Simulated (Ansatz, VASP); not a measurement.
# I in VASP and in Ansatz

INCAR

```
SYSTEM = I
PREC     = Accurate       ! precision mode
ENCUT    = 520            ! plane-wave cutoff, eV
EDIFF    = 1E-7           ! SCF threshold, eV
ISMEAR   = 1              ! smearing method
SIGMA    = 0.01           ! smearing width, eV
LREAL    = .False.        ! projectors in reciprocal space
LASPH    = .True.         ! aspherical terms in the spheres
NELM     = 100            ! most SCF steps
ALGO     = Normal         ! electronic algorithm
ISIF     = 2              ! what is computed and relaxed
LWAVE    = .False.        ! write WAVECAR
LCHARG   = .False.        ! write CHGCAR
GGA      = PS             ! functional
IVDW     = 12             ! dispersion correction
NBANDS   = 10             ! bands
```

File KPOINTS:

```
regular mesh
0
Gamma
  8 8 8
  0 0 0
```

POSCAR

```
I
1.0
   -1.6147597279      1.6147597279      4.2576901036
    1.6147597279     -1.6147597279      4.2576901036
    1.6147597279      1.6147597279     -4.2576901036
I
1
Direct
    0.0000000000      0.0000000000      0.0000000000
```

Input for Ansatz:

```yaml
crystal:
  lattice:
    - [-1.6147597278667332, 1.6147597278667332, 4.257690103621309]
    - [1.6147597278667332, -1.6147597278667332, 4.257690103621309]
    - [1.6147597278667332, 1.6147597278667332, -4.257690103621309]
  atoms:
    - { symbol: I, position: [0.0, 0.0, 0.0] }
basis:
  ecutwfc: 540.0
  xc_grid: 2
kpoints:
  mp_grid:
    grid: [8, 8, 8]
hamiltonian:
  xc: pbesol
  dispersion: d3bj
scf:
  convergence:
    dr2_threshold: 1.0e-09
  occupations:
    method: methfessel_paxton
    width: 0.01
output:
  forces: true
  stress: true
```

Alike in both runs: task single point; functional PBEsol; dispersion D3(BJ); k mesh 8 × 8 × 8; occupations methfessel-paxton of order 1, width 0.01 eV; no spin polarisation.

```csv
,VASP,Ansatz
version,VASP 6.6.1,Ansatz 0.2.0
potentials or method,"VASP PAW PBE potentials, release 64 (I)","plane waves, PAW"
plane-wave cutoff (eV),520,540
valence electrons in the cell,7,17
```

Ansatz gave:

* pressure (GPa): -2.3
* largest component of the traceless stress (GPa): 0.65
* dispersion energy (meV/atom): -270.8

Problem. What did VASP give for the same quantities?

Solution. Pressure (GPa): -2.3; largest component of the traceless stress (GPa): 0.65; dispersion energy (meV/atom): -270.7.

The two sets of potentials don't hold the same shells in valence. Ansatz warned: «stress_scf_threshold_loose».

Caveats: the PAW data sets were made with another functional, which shifts forces and pressure a little (VASP); an odd number of electrons without spin polarisation forces a metal; a magnetic or distorted state may lie lower; pairwise dispersion overbinds metals, which lowers pressure and volume. The runs have no spin-orbit coupling, so splittings on I are missing.
